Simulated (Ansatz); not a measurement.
Runs of Ansatz 0.2.0 on BaTe. It takes space group Fm-3m (No. 225, cubic). Conventional cell: a = 6.820 Å, b = 6.820 Å, c = 6.820 Å, α = 90.00°, β = 90.00°, γ = 90.00°. Ba (site symmetry m-3m) has 6 Te at 3.41 Å as nearest neighbours. Around Te (site symmetry m-3m) lie 6 Ba at 3.41 Å. 

| task | level | cutoff (eV) | points for each segment of the path | gap on the mesh (eV) | pressure (GPa) | V0 of scaled cells (Å³/atom) | B0 (GPa) |
| --- | --- | --- | --- | --- | --- | --- | --- |
| equation of state | PBEsol | 420 | - | - | - | 41.81 | (c) |
| band structure | LDA | 420 | 14 | 1.36 | (b) | - | - |
| band structure | PBEsol | 420 | 14 | 1.39 | (a) | - | - |
| band structure | r2SCAN | 500 | 14 | 1.83 | 4.0 | - | - |
| equation of state | LDA | 420 | - | - | - | 40.46 | 35 |

Alike in all rows: potentials or basis Ansatz PAW; no spin polarisation; cell as given; k mesh 7 × 7 × 7; smearing fermi-dirac 0.05 eV.

**Question.** Fill in the values left out.

**Answer.** (a) 1.9; (b) 0.7; (c) 32.

Caveats: the k mesh misses the band edges, so the gap on the mesh is wider than the one along the path (some runs); spin-orbit coupling is left out, which moves the levels of the heavy elements (some runs); the PAW data sets come from PBE, with cores solved anew for the run's functional, which leaves a small shift of forces and pressure (some runs).

A k mesh can miss the band edges, and the runs leave out spin-orbit coupling on Ba, Te.
